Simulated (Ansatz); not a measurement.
InSe:

```
CELL_PARAMETERS angstrom
2.00000 1.15470 8.44000
-2.00000 1.15470 8.44000
0.00000 -2.30940 8.44000
ATOMIC_POSITIONS crystal
In 0.88860 0.88860 0.88860
In 0.00000 0.00000 0.00000
Se 0.17190 0.17190 0.17190
Se 0.38350 0.38350 0.38350
```

Base run:

| Quantity | Value |
| --- | --- |
| Program | Ansatz 0.2.0 |
| Functional | PBE |
| Potentials or basis | Ansatz PAW |
| Cutoff | 420 eV (not typed: the program's choice for these potentials) |
| k mesh | 8 × 8 × 8 |
| Occupations | fermi-dirac, width 0.05 eV |
| Spin | no spin polarisation |

Its results: band gap on the k mesh 0.44 eV, direct; pressure 2.7 GPa; largest force 0.365 eV/Å.

Q: The run is repeated on the same cell with these changes: functional from PBE to rPW86-PBE. What comes out?

A: Band gap on the k mesh 0.34 eV, direct; pressure 5.1 GPa; largest force 0.504 eV/Å.

Caveats: spin-orbit coupling is left out, which moves the levels of the heavy elements; the PAW data sets come from PBE, with cores solved anew for the run's functional, which leaves a small shift of forces and pressure (some runs).
